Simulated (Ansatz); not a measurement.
Crystal: CuO.

```
Cu O
1.0
    -2.34185    1.71130    0.00000
     0.85003    0.00000   -5.05787
    -2.34185   -5.13390    0.00000
Cu O
4 4
Direct
  0.24800 0.00060 0.24330
  0.74800 0.00060 0.74330
  0.99800 0.50060 0.49330
  0.49800 0.50060 0.99330
  0.70720 0.75060 0.28410
  0.20720 0.75060 0.78410
  0.78880 0.25060 0.20250
  0.30482 0.24579 0.75612
```

Base run:

| Item | Value |
| --- | --- |
| Program | Ansatz 0.2.0 |
| Functional | LDA |
| Potentials or basis | Ansatz PAW |
| Cutoff | 420 eV (not typed: the program's choice for these potentials) |
| k mesh | 9 × 5 × 5 |
| Occupations | fermi-dirac, width 0.05 eV |
| Spin | no spin polarisation |

Its results: band gap on the k mesh none (metal or under the smearing width); pressure -6.5 GPa; largest force 2.318 eV/Å.

**Question.** The run is repeated on the same cell with these changes: functional from LDA to PBE; cutoff from 420 eV (not typed: the program's choice for these potentials) to 500 eV. What comes out?

**Answer.** Band gap on the k mesh none (metal or under the smearing width); pressure 8.9 GPa; largest force 2.627 eV/Å.

PBE binds less tightly than LDA, so the same cell stands under more pressure.

Caveats: the run has no spin polarisation, though such a crystal can be magnetic; semilocal functionals often make such compounds metallic where correlation or magnetic order opens a gap, which also shifts bond lengths; forces of over 1 eV/Å show positions far from the minimum, so gaps and moduli don't describe the material at rest; the PAW data sets come from PBE, with cores solved anew for the run's functional, which leaves a small shift of forces and pressure (some runs).
